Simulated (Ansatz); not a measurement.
**Cobalt, dhcp under m-r²SCAN: ground state and equation of state**

What does m-r²SCAN give for cobalt in the dhcp structure? We relax it, solve it on a dense k-mesh, then scale the cell to 7 volumes from 88 to 112 % of the relaxed one and try a fit of the equation of state. The start is antiferromagnetic (alternate layers). The k-meshes are 14×14×4 for the relaxation; 19×19×6 for the dense run; 19×19×6 for the volumes.

Computed with Ansatz 0.2.0 (DFT m-r2SCAN, plane waves (500 eV) with PAW, scalar-relativistic; PBE-made PAW files; m-r²SCAN is r²SCAN on the gauge-invariant kinetic-energy density, unless a step says otherwise).

### 1 The starting structure

The structure is hexagonal, space group P6_3/mmc (No. 194). Conventional cell: a = 2.502 Å, b = 2.502 Å, c = 8.171 Å, α = 90.00°, β = 90.00°, γ = 120.00°. Co (site symmetry -3m) is surrounded by 12 Co at 2.50 Å. Co (site symmetry -6m2) has 12 Co at 2.50 Å as nearest neighbours.

Structure file:

```
Co
1.0
     2.50188    0.00000    0.00000
    -1.25094    2.16670    0.00000
     0.00000    0.00000    8.17115
Co
4
Direct
  0.00000 0.00000 0.00000
  0.00000 0.00000 0.50000
  0.33333 0.66667 0.25000
  0.66667 0.33333 0.75000
```

Starting moments (μB): +1.7 ×2, -1.7 ×2.

### 2 Relaxing cell and atoms

Input file input.yaml:

```yaml
crystal:
  lattice:
    - [2.5018845205, 0.0, 0.0]
    - [-1.2509422603, 2.1666955521, 0.0]
    - [0.0, 0.0, 8.1711548441]
  atoms:
    - { symbol: Co, position: [0.0, 0.0, 0.0], spin: 1.7 }
    - { symbol: Co, position: [0.0, 0.0, 0.5], spin: 1.7 }
    - { symbol: Co, position: [0.3333333333, 0.6666666667, 0.25], spin: -1.7 }
    - { symbol: Co, position: [0.6666666667, 0.3333333333, 0.75], spin: -1.7 }
hamiltonian:
  xc: mr2scan
  pseudopotentials:
    kind: paw
    azcp:
      Co: "pseudopotentials/Co.paw.azcp"
basis:
  ecutwfc: 500
  fft_grid_basis: typed
kpoints:
  mp_grid: { grid: [14, 14, 4], shift: [0, 0, 0] }
magnetization:
  spin_polarized: true
scf:
  occupations: { method: fermi_dirac, width: 0.05 }
relax:
  max_steps: 60
  f_tol: 0.01
  cell: {}
```

The log of the run:

```text
Warning: RAYON_NUM_THREADS=2 ignored (pool sized by the plan → 2); use --threads N
Engine: ansatz 0.2.0, aarch64-unknown-linux-gnu
Pseudopotentials: kind: paw
Pseudopotential: Co, paw, valence charge 17, recommended cutoff 500 eV (meta_gga), <dir>
Functional definition: m-r2SCAN
  exchange = m_r2scan_x
  correlation = m_r2scan_c
Crystal: 4 atoms, lattice volume = 44.294 Å³
Basis set: ecut = 500 eV, 1151 PW (Γ), exchange–correlation on 80×80×240 points (64 copies of the dense FFT grid, shifted against one another)
Bands: 45, of which v1, the nominal top of the filled ones, is band 34 counted from 1 (33 counted from 0)
Symmetry: 24 space group operations
Space group: P63/mmc (ITA 194), of the structure as read, at distance tolerance 3.5e-5 Å
Magnetic group: BNS 194.263 (UNI 1493), of the structure as read, at distance tolerance 3.5e-5 Å
k-points: 72 of 784
Non-local potential: Co, projectors of the file, l = 0: 3, l = 1: 2, l = 2: 3, l = 3: 1
PAW form: soft (Blöchl's): semilocal exchange-correlation on the pseudo side does not see the compensation charge
PAW frozen core: Co, regenerated for the run's functional (the file was generated under x = pbe(κ = 0.804, μ = 0.2195149727645171), c = pbe(β = 0.06672455060314922))
PAW one-centre angular grid: Co, 590 points (default); XC on 160 Gauss nodes
Initial density: superposition of atomic densities (chi_scale 0.1, normalization cell)
Starting moments: Σ|m| = 6.8 μB on 4 of 4 sites
Starting magnetic order: compensated ferrimagnet; no operation exchanges its spin sublattices
Initial wavefunctions: pseudopotential atomic-orbital guess
Functional: x = mr2scan, c = mr2scan; τ floored in thin density (d = 2e-4 eV/Å³)
SCF iter   1: F=—  HF=-20521.980990 eV  |F-HF|=—  |Δ(HF+E_count)|=         —  Δρ=6.24e-2 (↑5.71e-2 ↓6.24e-2)  dr2=3.59e0  dr2_τ=3.42e-2  dr2_m=4.55e-2  M=0.081 μB ∫|m|=6.156 μB  β_m=0.30  ethr=3.10e-3  ⟨swp⟩=5.8  Hψ=22125  notcnv=0  defer=53
Mixer restart at iter 1: flushing history
preconditioner: auto → Kerker (q_TF=auto, 2.930 Å⁻¹)  [metal: Δε(μ)=0.005 eV  Ē_g=8.553 eV  σ=0.050 eV  W_gap=0.03  n_scr=12 (ndim 8)  ℏωp=33.5 eV  f_vac=0.000  D(μ)=8.54/eV (n_scr^D=164)]
spin=Collinear: Kerker preconditioning applied to the charge; magnetization (m = ρ↑ − ρ↓) channel mixes plain (no charge-response kernel on spin).
SCF iter   2: F=—  HF=-20520.992699 eV  |F-HF|=—  |Δ(HF+E_count)|=   9.88e-1  Δρ=1.73e-2 (↑1.41e-2 ↓1.73e-2)  dr2=2.08e-1  dr2_τ=3.08e-2  dr2_m=2.85e-2  M=0.088 μB ∫|m|=6.163 μB  β_m=0.30  ethr=3.10e-3  ⟨swp⟩=2.5  Hψ=10865  notcnv=0  defer=300  κ⁻¹=1.0e0(r=1)
SCF iter   3: F=—  HF=-20521.409052 eV  |F-HF|=—  |Δ(HF+E_count)|=         —  Δρ=5.52e-2 (↑2.67e-2 ↓5.52e-2)  dr2=6.35e-1  dr2_τ=5.30e-3  dr2_m=5.47e-1  M=0.712 μB ∫|m|=5.537 μB  β_m=1.00  ethr=3.06e-4  ⟨swp⟩=2.0  Hψ=7731  notcnv=0  defer=303
Mixer restart at iter 3: flushing history
SCF iter   4: F=—  HF=-20523.847846 eV  |F-HF|=—  |Δ(HF+E_count)|=    2.44e0  Δρ=7.60e-2 (↑7.60e-2 ↓4.94e-2)  dr2=3.50e0  dr2_τ=7.41e-3  dr2_m=1.31e-1  M=0.998 μB ∫|m|=5.160 μB  β_m=0.75  ethr=7.35e-5  ⟨swp⟩=3.1  Hψ=15595  notcnv=0  defer=303
SCF iter   5: F=—  HF=-20523.711500 eV  |F-HF|=—  |Δ(HF+E_count)|=   1.36e-1  Δρ=6.04e-2 (↑6.04e-2 ↓3.32e-2)  dr2=5.51e-1  dr2_τ=4.47e-2  dr2_m=7.67e-1  M=1.608 μB ∫|m|=4.421 μB  β_m=0.38  ethr=7.35e-5  ⟨swp⟩=3.1  Hψ=16834  notcnv=0  defer=323  κ⁻¹=1.0e0(r=1)
SCF iter   6: F=—  HF=-20526.408614 eV  |F-HF|=—  |Δ(HF+E_count)|=         —  Δρ=2.58e-1 (↑2.58e-1 ↓2.37e-1)  dr2=2.76e-1  dr2_τ=2.77e-1  dr2_m=2.48e1  M=6.077 μB ∫|m|=6.316 μB  β_m=0.30  ethr=7.35e-5  ⟨swp⟩=2.5  Hψ=13049  notcnv=0  defer=323
Mixer restart at iter 6: flushing history
SCF iter   7: F=—  HF=-20525.632312 eV  |F-HF|=—  |Δ(HF+E_count)|=   7.76e-1  Δρ=1.94e-1 (↑1.94e-1 ↓1.80e-1)  dr2=1.54e-1  dr2_τ=5.81e-1  dr2_m=1.42e1  M=6.183 μB ∫|m|=6.528 μB  β_m=1.00  ethr=7.35e-5  ⟨swp⟩=2.4  Hψ=10597  notcnv=0  defer=331  κ⁻¹=1.0e0(r=1)
SCF iter   8: F=—  HF=-20524.559070 eV  |F-HF|=—  |Δ(HF+E_count)|=    1.07e0  Δρ=5.89e-3 (↑5.89e-3 ↓5.15e-3)  dr2=1.96e-2  dr2_τ=6.02e-4  dr2_m=2.63e-3  M=6.477 μB ∫|m|=7.106 μB  β_m=1.00  ethr=7.35e-5  ⟨swp⟩=3.0  Hψ=15229  notcnv=0  defer=340  κ⁻¹=1.9e-2(r=2)
SCF iter   9: F=—  HF=-20524.591736 eV  |F-HF|=—  |Δ(HF+E_count)|=   3.27e-2  Δρ=4.83e-3 (↑3.35e-3 ↓4.83e-3)  dr2=1.54e-2  dr2_τ=2.34e-4  dr2_m=4.50e-4  M=6.495 μB ∫|m|=7.108 μB  β_m=1.00  ethr=2.88e-5  ⟨swp⟩=2.5  Hψ=10366  notcnv=0  defer=332  κ⁻¹=1.2e-4(r=3)
SCF iter  10: F=—  HF=-20524.614034 eV  |F-HF|=—  |Δ(HF+E_count)|=   2.23e-2  Δρ=3.37e-3 (↑2.38e-3 ↓3.37e-3)  dr2=1.04e-2  dr2_τ=8.89e-5  dr2_m=2.40e-4  M=6.518 μB ∫|m|=7.126 μB  β_m=1.00  ethr=2.26e-5  ⟨swp⟩=2.0  Hψ=12374  notcnv=0  defer=334  κ⁻¹=3.7e-5(r=4)
SCF iter  11: F=—  HF=-20524.622872 eV  |F-HF|=—  |Δ(HF+E_count)|=   8.84e-3  Δρ=1.74e-3 (↑1.41e-3 ↓1.74e-3)  dr2=3.97e-3  dr2_τ=4.01e-5  dr2_m=6.03e-5  M=6.540 μB ∫|m|=7.151 μB  β_m=1.00  ethr=1.53e-5  ⟨swp⟩=2.0  Hψ=12617  notcnv=0  defer=334  κ⁻¹=1.3e-5(r=5)
SCF iter  12: F=—  HF=-20524.622045 eV  |F-HF|=—  |Δ(HF+E_count)|=   8.27e-4  Δρ=9.50e-4 (↑8.03e-4 ↓9.50e-4)  dr2=6.29e-4  dr2_τ=2.31e-5  dr2_m=7.32e-6  M=6.540 μB ∫|m|=7.153 μB  β_m=1.00  ethr=5.84e-6  ⟨swp⟩=2.1  Hψ=9447  notcnv=0  defer=334  κ⁻¹=2.5e-6(r=6)
SCF iter  13: F=—  HF=-20524.622766 eV  |F-HF|=—  |Δ(HF+E_count)|=   7.21e-4  Δρ=8.24e-4 (↑5.34e-4 ↓8.24e-4)  dr2=3.25e-4  dr2_τ=5.49e-6  dr2_m=1.25e-5  M=6.548 μB ∫|m|=7.158 μB  β_m=1.00  ethr=9.26e-7  ⟨swp⟩=2.0  Hψ=11158  notcnv=0  defer=334  κ⁻¹=1.8e-6(r=7)
SCF iter  14: F=—  HF=-20524.623074 eV  |F-HF|=—  |Δ(HF+E_count)|=   3.08e-4  Δρ=3.85e-4 (↑3.26e-4 ↓3.85e-4)  dr2=6.93e-5  dr2_τ=1.67e-6  dr2_m=4.54e-6  M=6.549 μB ∫|m|=7.157 μB  β_m=1.00  ethr=4.78e-7  ⟨swp⟩=2.2  Hψ=11119  notcnv=0  defer=334  κ⁻¹=7.3e-7(r=8)
SCF iter  15: F=—  HF=-20524.623113 eV  |F-HF|=—  |Δ(HF+E_count)|=   3.88e-5  Δρ=2.57e-4 (↑1.47e-4 ↓2.57e-4)  dr2=2.04e-5  dr2_τ=6.86e-7  dr2_m=3.29e-6  M=6.551 μB ∫|m|=7.160 μB  β_m=1.00  ethr=1.02e-7  ⟨swp⟩=2.0  Hψ=11319  notcnv=0  defer=334  κ⁻¹=1.8e-7(r=8)
SCF iter  16: F=—  HF=-20524.623143 eV  |F-HF|=—  |Δ(HF+E_count)|=   3.04e-5  Δρ=1.24e-4 (↑1.06e-4 ↓1.24e-4)  dr2=7.12e-6  dr2_τ=1.93e-7  dr2_m=2.44e-7  M=6.551 μB ∫|m|=7.162 μB  β_m=1.00  ethr=3.01e-8  ⟨swp⟩=2.2  Hψ=10333  notcnv=0  defer=334  κ⁻¹=2.3e-4(r=8)
SCF iter  17: F=—  HF=-20524.623153 eV  |F-HF|=—  |Δ(HF+E_count)|=   9.32e-6  Δρ=6.37e-5 (↑4.92e-5 ↓6.37e-5)  dr2=1.36e-6  dr2_τ=4.80e-8  dr2_m=5.27e-8  M=6.553 μB ∫|m|=7.163 μB  β_m=1.00  ethr=1.05e-8  ⟨swp⟩=2.0  Hψ=11419  notcnv=0  defer=334  κ⁻¹=1.7e-4(r=8)
SCF iter  18: F=—  HF=-20524.623154 eV  |F-HF|=—  |Δ(HF+E_count)|=   1.30e-6  Δρ=4.45e-5 (↑4.21e-5 ↓4.45e-5)  dr2=8.00e-7  dr2_τ=3.44e-8  dr2_m=5.08e-9  M=6.553 μB ∫|m|=7.163 μB  β_m=1.00  ethr=2.00e-9  ⟨swp⟩=1.8  Hψ=8750  notcnv=0  defer=334  κ⁻¹=1.3e-5(r=8)
SCF iter  19: F=—  HF=-20524.623155 eV  |F-HF|=—  |Δ(HF+E_count)|=   1.01e-6  Δρ=1.49e-5 (↑1.31e-5 ↓1.49e-5)  dr2=5.66e-8  dr2_τ=3.77e-9  dr2_m=3.56e-8  M=6.553 μB ∫|m|=7.163 μB  β_m=1.00  ethr=1.18e-9  ⟨swp⟩=2.0  Hψ=11425  notcnv=0  defer=334  κ⁻¹=6.0e-6(r=8)
SCF iter  20: F=—  HF=-20524.623155 eV  |F-HF|=—  |Δ(HF+E_count)|=   2.67e-7  Δρ=1.28e-5 (↑5.61e-6 ↓1.28e-5)  dr2=6.29e-8  dr2_τ=8.65e-10  dr2_m=1.05e-8  M=6.553 μB ∫|m|=7.163 μB  β_m=1.00  ethr=8.32e-11  ⟨swp⟩=2.0  Hψ=11424  notcnv=0  defer=334  κ⁻¹=5.0e-6(r=8)
SCF iter  21: F=—  HF=-20524.623155 eV  |F-HF|=—  |Δ(HF+E_count)|=   1.75e-7  Δρ=6.32e-6 (↑4.87e-6 ↓6.32e-6)  dr2=1.19e-8  dr2_τ=4.14e-10  dr2_m=2.57e-9  M=6.553 μB ∫|m|=7.163 μB  β_m=1.00  ethr=8.32e-11  ⟨swp⟩=2.0  Hψ=11402  notcnv=0  defer=334  κ⁻¹=9.5e-6(r=8)
SCF iter  22: F=—  HF=-20524.623155 eV  |F-HF|=—  |Δ(HF+E_count)|=   9.60e-8  Δρ=2.54e-6 (↑1.92e-6 ↓2.54e-6)  dr2=3.71e-9  dr2_τ=9.82e-11  dr2_m=2.08e-10  M=6.553 μB ∫|m|=7.163 μB  β_m=1.00  ethr=1.75e-11  ⟨swp⟩=2.0  Hψ=11549  notcnv=0  defer=334  κ⁻¹=2.7e-5(r=8)
SCF iter  23: F=-20524.623155 eV  HF=-20524.623155 eV  |F-HF|=2.39e-8  |Δ(HF+E_count)|=   4.04e-8  Δρ=1.02e-5 (↑3.78e-6 ↓1.02e-5)  dr2=2.24e-8  dr2_τ=3.75e-10  dr2_m=1.81e-8  M=6.553 μB ∫|m|=7.163 μB  ethr=5.45e-12  ⟨swp⟩=1.2  Hψ=18682  notcnv=0
WARN: the starting moments were not kept: 2 of 4 ended reversed and 2 kept their direction, counting a site from 0.1 μB. The largest reversed, site 3 (counted from 0, in the order of the report's site_moments_mub), started with -1.7 μB and closes at +1.7e0 μB in its sphere. The starting moments cancel, and the net magnetisation is 6.6e0 μB in size, over 0.1 of its absolute magnetisation of 7.1e0 μB. The SCF closed on another magnetic arrangement than the starting moments describe; that does not show which of the two is lower. To try another start: change the starting moments (crystal.atoms[].spin, magnetization.per_species, magnetization.initial_magnetization, or on a non-collinear deck that types none of these the spinor_matrix: blocks that start its atoms; where the total moment is fixed, keep their sum and leave initial_magnetization as it is; typed ones take the place of any that the run laid by itself, positive ones on a crystal's lanthanoids without a Hubbard term where scf.initial_density.shell_occupations: [] is typed); see also scf.mixing.spin_hold.
SCF 1 converged in 23 iterations: F = -20524.623155 eV  dr2 = 2.24e-8
relax step   1: F+E_penalty+E_count = -20524.62315535 eV  Δ(F+E_penalty+E_count) = +0.000e0 eV  max|allowed force component| = 7.517e-18 eV/Å  Δτ_max = 0.0000 Å  P = -12.074 GPa  Ω = 44.294 Å³  (23 SCF iters, dr2 threshold 1.00e-7 eV, accepted)
[... from here on, the SCF cycles and remarks between the steps are left out ...]
relax step   2: F+E_penalty+E_count = -20524.70741800 eV  Δ(F+E_penalty+E_count) = -8.426e-2 eV  max|allowed force component| = 1.359e-17 eV/Å  Δτ_max = 0.0000 Å  P = -5.971 GPa  Ω = 42.858 Å³  energy of the carried Pulay correction = +1.096e-3 eV  (26 SCF iters, dr2 threshold 4.00e-7 eV, accepted)
relax step   3: F+E_penalty+E_count = -20524.72998584 eV  Δ(F+E_penalty+E_count) = -2.257e-2 eV  max|allowed force component| = 8.674e-18 eV/Å  Δτ_max = 0.0000 Å  P = +1.124 GPa  Ω = 41.536 Å³  energy of the carried Pulay correction = +2.137e-3 eV  (16 SCF iters, dr2 threshold 4.00e-7 eV, accepted)
relax step   4: F+E_penalty+E_count = -20524.73051550 eV  Δ(F+E_penalty+E_count) = -5.297e-4 eV  max|allowed force component| = 4.626e-18 eV/Å  Δτ_max = 0.0000 Å  P = -0.078 GPa  Ω = 41.740 Å³  energy of the carried Pulay correction = +1.974e-3 eV  (11 SCF iters, dr2 threshold 4.00e-7 eV, accepted)
relax step   5: F+E_penalty+E_count = -20524.73052945 eV  Δ(F+E_penalty+E_count) = -1.395e-5 eV  max|allowed force component| = 2.486e-17 eV/Å  Δτ_max = 0.0000 Å  P = -0.001 GPa  Ω = 41.727 Å³  energy of the carried Pulay correction = +1.984e-3 eV  (9 SCF iters, dr2 threshold 2.00e-8 eV, accepted)
relax step   6: F+E_penalty+E_count = -20524.72897672 eV  Δ(F+E_penalty+E_count) = +1.553e-3 eV  max|allowed force component| = 2.313e-17 eV/Å  Δτ_max = 0.0000 Å  P = -0.054 GPa  Ω = 41.727 Å³  stress off target by 5.74e-2 GPa  SCF on the basis re-selected at this cell (its energy is not comparable with the rows above)  (12 SCF iters)
relax step   7: F+E_penalty+E_count = -20524.72898569 eV  Δ(F+E_penalty+E_count) = -8.962e-6 eV  max|allowed force component| = 2.515e-17 eV/Å  Δτ_max = 0.0000 Å  P = +0.000 GPa  Ω = 41.717 Å³  energy of the carried Pulay correction = +7.389e-6 eV  (8 SCF iters, dr2 threshold 8.25e-9 eV, accepted)
relax step   8: F+E_penalty+E_count = -20524.72897448 eV  Δ(F+E_penalty+E_count) = +1.120e-5 eV  max|allowed force component| = 2.371e-17 eV/Å  Δτ_max = 0.0000 Å  P = -0.000 GPa  Ω = 41.717 Å³  stress off target by 7.88e-4 GPa  SCF on the basis re-selected at this cell (its energy is not comparable with the rows above)  (12 SCF iters)
basis re-selected at this cell: Δ(F+E_penalty+E_count) = +1.120e-5 eV, ΔP = -0.000 GPa vs the last step (what re-selecting the basis moved, of the pressure what is left beyond the Pulay correction that the steps carried, after the strain that the cell walked since its last selection, with what the two solves' SCF thresholds leave and, on support functions, any second-order correction that the steps lacked; it is no measure of the basis error at this ecutwfc). This SCF's stress stands 7.88e-4 GPa from its target on what of the cell is left free (relax.cell.stress_tol is 5.00e-2 GPa) and its largest allowed force component is 2.37e-17 eV/Å (relax.f_tol is 1.00e-2 eV/Å): within both
SCF converged after 12 iterations
Stability not checked: this state was not tested for a lower state beside it, because the mixer in use, unlike msr1, does not test its closes by its own steps (another_mixer; see scf.mixing.algorithm and scf.lower_state_search)
Magnetization: 6.2603 μB (37.1302 up, 30.8698 down)
Absolute magnetization: 6.8187 μB (∫|ρ↑−ρ↓|, with the PAW one-centre terms)
Spin contamination: 0.0922 ħ² per cell (⟨S²⟩ above its minimum at these occupations)
Per-site moments (μB) at R_I (Å): [(1.6165502484498329, 1.0091104516765905), (1.6165502484498329, 1.00911045167659), (1.642149760958914, 1.0091104516765907), (1.6421497609589153, 1.00911045167659)]
Free energy (F): -20524.728974 eV
Harris-Foulkes:  -20524.728974 eV  (|F-HF|=0.00e0)
Internal energy: -20524.701728 eV  (E = F + TS)
E sigma→0 (E₀):  -20524.715351 eV
Entropy (-TS):   -0.027246 eV (-6.812 meV/atom)
Fermi energy:    19.430792 eV
--- Per-component energies (eV) ---
  E_band       = -1011.838264
  E_kinetic    = 1822.371662
  E_local      = -11120.512933  (includes V_loc(G=0)·N_el)
  E_nonlocal   = 1827.973138
  E_hartree    = 4678.077956
  E_xc         = -631.628522
  E_vxc        = -920.913614  (∫ρ·V_xc dr)
  E_paw        = -6097.407897  (= ΣΔE_a)
  E_vpaw       = -2035.497921  (= ΣTr[D̂ρ^β])
  E_aug_tail   = 0.000141  (compensation charges beyond the density's cutoff)
  E_vtau       = 58.585243  (kinetic-family band-sum trace: ∫τ·v_τ [+ j·A + Jᵃ·Aᵃ] dr)
  E_ewald      = -11002.394450
  E_core_change = -1.180825  (= ΣΔE_core)
  E_smearing   = -0.027246  (= −TS)
  E_closure    = -0.000000  (closes the sum)
  Σ components = -20524.728974   (vs F -20524.728974, Δ=0.00e0)
--- Forces (eV/Å), atoms counted from 1 ---
  atom   1  Co     0.00000000    -0.00000000     0.00000000
  atom   2  Co     0.00000000     0.00000000     0.00000000
  atom   3  Co    -0.00000000    -0.00000000     0.00000000
  atom   4  Co     0.00000000     0.00000000    -0.00000000
  max |Σ_I F_I| component: 2.31e-18 eV/Å
--- Stress (GPa, compression-positive) ---
       -0.000788       0.000000       0.000000
        0.000000      -0.000788       0.000000
        0.000000       0.000000       0.000352
  P = ⅓ Tr σ = -0.0004 GPa (-0.004 kbar)
--- Relaxed structure (6 steps of the walk, 6 accepted, 2 SCFs on fresh bases) ---
  F+E_penalty+E_count = -20524.72897448 eV   max|allowed force component| = 2.371e-17 eV/Å   (the final SCF, on the basis selected at the relaxed cell)
  cell:  # Å, volume = 41.7175 Å³
    - [2.45851430352849, 2.836707960564408e-11, 0.0]
    - [-1.2292571517888118, 2.129135842408895, 0.0]
    - [0.0, 0.0, 7.969700911895146]
  atoms:
    - { symbol: Co, position: [-1.010129135067108e-34, -4.016158541075859e-35, 0.0] }
    - { symbol: Co, position: [-5.699812180928834e-35, -1.1921162239721166e-35, 0.5000000000000001] }
    - { symbol: Co, position: [0.33333333333333337, 0.6666666666666667, 0.25000000000000006] }
    - { symbol: Co, position: [0.6666666666666666, 0.33333333333333337, 0.75] }
```

Wall time 3 min (2 threads of an Arm CPU, shared host); peak memory 0.65 GiB.

Relaxation path:

| step | energy change (meV/atom) | largest force (eV/Å) | pressure (GPa) | volume (Å³/atom) |
| --- | --- | --- | --- | --- |
| 1 | 0.00 | 0.0000 | -12.07 | 11.074 |
| 2 | -21.07 | 0.0000 | -5.97 | 10.714 |
| 3 | -26.71 | 0.0000 | 1.12 | 10.384 |
| 4 | -26.84 | 0.0000 | -0.08 | 10.435 |
| 5 | -26.84 | 0.0000 | 0.00 | 10.432 |
| 6 | -26.46 | 0.0000 | -0.05 | 10.432 |
| 7 | -26.46 | 0.0000 | 0.00 | 10.429 |
| 8 | -26.45 | 0.0000 | 0.00 | 10.429 |

Steps that repeat a cell are solved on a basis chosen anew, so their changes of energy are no gain of the relaxation.

The cell of the run, before and after:

|  | before | after | change |
| --- | --- | --- | --- |
| a (Å) | 2.502 | 2.459 | -1.7 % |
| b (Å) | 2.502 | 2.459 | -1.7 % |
| c (Å) | 8.171 | 7.970 | -2.5 % |
| volume (Å³/atom) | 11.074 | 10.429 | -5.8 % |
| shortest distance (Å) | 2.502 | 2.446 | -2.2 % |
| space group (spins left aside) | P6_3/mmc | P6_3/mmc | same |

### 3 Single point on a dense mesh

Input file input.yaml:

```yaml
crystal:
  lattice:
    - [2.4585143035, 0.0, 0.0]
    - [-1.2292571518, 2.1291358424, 0.0]
    - [0.0, 0.0, 7.9697009119]
  atoms:
    - { symbol: Co, position: [1.0, 1.0, 0.0], spin: 1.617 }
    - { symbol: Co, position: [1.0, 1.0, 0.5], spin: 1.617 }
    - { symbol: Co, position: [0.3333333333, 0.6666666667, 0.25], spin: 1.642 }
    - { symbol: Co, position: [0.6666666667, 0.3333333333, 0.75], spin: 1.642 }
hamiltonian:
  xc: mr2scan
  pseudopotentials:
    kind: paw
    azcp:
      Co: "pseudopotentials/Co.paw.azcp"
basis:
  ecutwfc: 500
  fft_grid_basis: typed
kpoints:
  mp_grid: { grid: [19, 19, 6], shift: [0, 0, 0] }
magnetization:
  spin_polarized: true
scf:
  occupations: { method: fermi_dirac, width: 0.05 }
output:
  write_density: true
  write_potential: true
  elf: true
  volumetric_format: npy
```

The log of the run (excerpt; [...] marks lines left out):

```text
Warning: RAYON_NUM_THREADS=2 ignored (pool sized by the plan → 2); use --threads N
[...]
Pseudopotentials: kind: paw
Pseudopotential: Co, paw, valence charge 17, recommended cutoff 500 eV (meta_gga), <dir>
Functional definition: m-r2SCAN
[...]
Crystal: 4 atoms, lattice volume = 41.717 Å³
Basis set: ecut = 500 eV, 1091 PW (Γ), exchange–correlation on 72×72×240 points (64 copies of the dense FFT grid, shifted against one another)
[...]
Absolute magnetization: 6.9196 μB (∫|ρ↑−ρ↓|, with the PAW one-centre terms)
Spin contamination: 0.0939 ħ² per cell (⟨S²⟩ above its minimum at these occupations)
Per-site moments (μB) at R_I (Å): [(1.6435269694820431, 1.0091104516731884), (1.6435269694820442, 1.0091104516731886), (1.6673229917615788, 1.0091104516731886), (1.6673229917615786, 1.0091104516731884)]
Free energy (F): -20524.729755 eV
[...]
E sigma→0 (E₀):  -20524.715215 eV
Entropy (-TS):   -0.029080 eV (-7.270 meV/atom)
Fermi energy:    19.423600 eV
[...]
--- Band table (eV; the first three rows and the last of 320) ---
[...]
```

It took 73 s on 2 threads of an Arm CPU, shared host; peak memory 0.87 GiB.

Density in a lattice plane of the grid's cell (edges 2.46 and 7.97 Å, at 0.000 of the third edge), which holds Co. It is the smooth density of the valence electrons, not physical close to the nuclei.

Ten even steps from '0' (0.28 e/Å³) to '9' (57.09 e/Å³):
```
21000001
00000000
00000000
00000000
00000000
00000000
00000000
00000000
21000001
94000004
21000001
00000000
00000000
00000000
00000000
00000000
00000000
00000000
21000001
94000004
```
Columns run along the first of these edges and rows up along the second, over one cell in 8 and 20 even steps from the bottom left corner. Atoms in the plane (fractional): Co at (0.00, 0.00), Co at (0.00, 0.50).

Spin density (up less down) in a lattice plane of the grid's cell (edges 2.46 and 7.97 Å, at 0.000 of the third edge), which holds Co.

Ten even steps from '0' (-0.03 e/Å³) to '9' (7.38 e/Å³):
```
11000001
00000000
00000000
00000000
00000000
00000000
00000000
00000000
11000001
93000003
11000001
00000000
00000000
00000000
00000000
00000000
00000000
00000000
11000001
93000003
```
Columns run along the first of these edges and rows up along the second, over one cell in 8 and 20 even steps from the bottom left corner. Atoms in the plane (fractional): Co at (0.00, 0.00), Co at (0.00, 0.50).

(Part 1 of 2 ends here.)
